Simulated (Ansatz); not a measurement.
# HfO2 under strain: Electric field gradients

The cell is an entry of the Crystallography Open Database (COD), relaxed with PBE at fixed cell and then changed (z stretched by 2 %, ions relaxed).

```
CELL_PARAMETERS angstrom
5.11800 0.00000 0.00000
0.00000 5.18570 0.00000
-0.85866 0.00000 5.31814
ATOMIC_POSITIONS crystal
Hf 0.27604 0.04244 0.20894
Hf 0.72396 0.54244 0.29106
Hf 0.72396 0.95756 0.79106
Hf 0.27604 0.45756 0.70894
O 0.44797 0.75719 0.47511
O 0.55203 0.25719 0.02489
O 0.55203 0.24281 0.52489
O 0.44797 0.74281 0.97511
O 0.06639 0.32552 0.35200
O 0.93361 0.82552 0.14800
O 0.93361 0.67448 0.64800
O 0.06639 0.17448 0.85200
```

Atom numbers follow the list; atoms alike are taken as one site, whose name carries the number of the first.

Level of theory: DFT, PBE, plane waves and PAW, scalar-relativistic, 420 eV cutoff, Γ-centred 6×6×6 k-points, Fermi–Dirac smearing 0.02 eV (Ansatz 0.2.0).

Conventions: |V_zz| ≥ |V_yy| ≥ |V_xx|, η = (V_xx − V_yy)/V_zz, C_Q = eQV_zz/h. Directions are in the Cartesian axes of the cell vectors above, for the atom listed; none is given where the gradient is under 0.02 or η is above 0.95.

| site | first atom | first shell | V_zz (10²¹ V/m²) | η | direction of V_zz (x, y, z) |
| --- | --- | --- | --- | --- | --- |
| Hf | 1 | 7 O at 2.04–2.28 Å | 10.55 | 0.23 | -0.40 0.09 0.91 |
| O5 | 5 | 4 Hf at 2.15–2.28 Å | 1.13 | 0.52 | -0.58 -0.48 0.65 |
| O9 | 9 | 3 Hf at 2.04–2.16 Å | -1.26 | 0.99 | – |

Without spin–orbit coupling the gradients at and beside Hf can be off by some per cent, at some sites by more. Where η is near 1 the sign of V_zz means little.

The relaxation (6 steps) took 79 s of wall time (4.7 min of CPU time) and 1.3 GiB at its peak, on 4 threads of Intel Xeon Platinum 8375C CPU @ 2.90GHz (Ice Lake) (x86_64; 16 cores open to the job, memory cap 8.0 GiB, no GPU), a shared host with a load of 0.5 a core.
